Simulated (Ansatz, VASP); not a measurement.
**WSe2: VASP beside Ansatz**

```
W Se
1.0
     3.27058    0.00000    0.00000
    -1.63529    2.83241    0.00000
     0.00000    0.00000   23.98700
W Se
2 4
Direct
  0.66667 0.33333 0.17222
  0.33333 0.66667 0.86238
  0.33333 0.66667 0.20734
  0.66667 0.33333 0.93219
  0.33333 0.66667 0.06781
  0.66667 0.33333 0.79266
```

Alike in both runs: task single point; functional PBEsol; k mesh 9 × 9 × 2; occupations gaussian, width 0.05 eV; no spin polarisation.

|  | VASP | Ansatz |
| --- | --- | --- |
| version | VASP 6.6.1 | Ansatz 0.2.0 |
| potentials or method | VASP PAW PBE potentials, release 64 (W_sv, Se) | scalar-relativistic, plane waves, PAW |
| plane-wave cutoff (eV) | 520 | 420 |
| valence electrons in the cell | 52 | 92 |

```tsv
	VASP	Ansatz	Ansatz less VASP
gap on the k mesh at the Fermi level (eV)	none	none	-
rms of the force components (eV/Å)	4.826	4.788	-0.0384
```

Atom by atom the forces differ by 0.045 eV/Å (rms over components). A gap of «none» marks a metal or a gap that the smearing closes. The two sets of potentials don't hold the same shells in valence. Ansatz warned: «pseudo_functional_mismatch».

Caveats: the PAW data sets were made with another functional, which shifts forces and pressure a little (VASP). Spin-orbit coupling is left out, which matters for the levels of W.
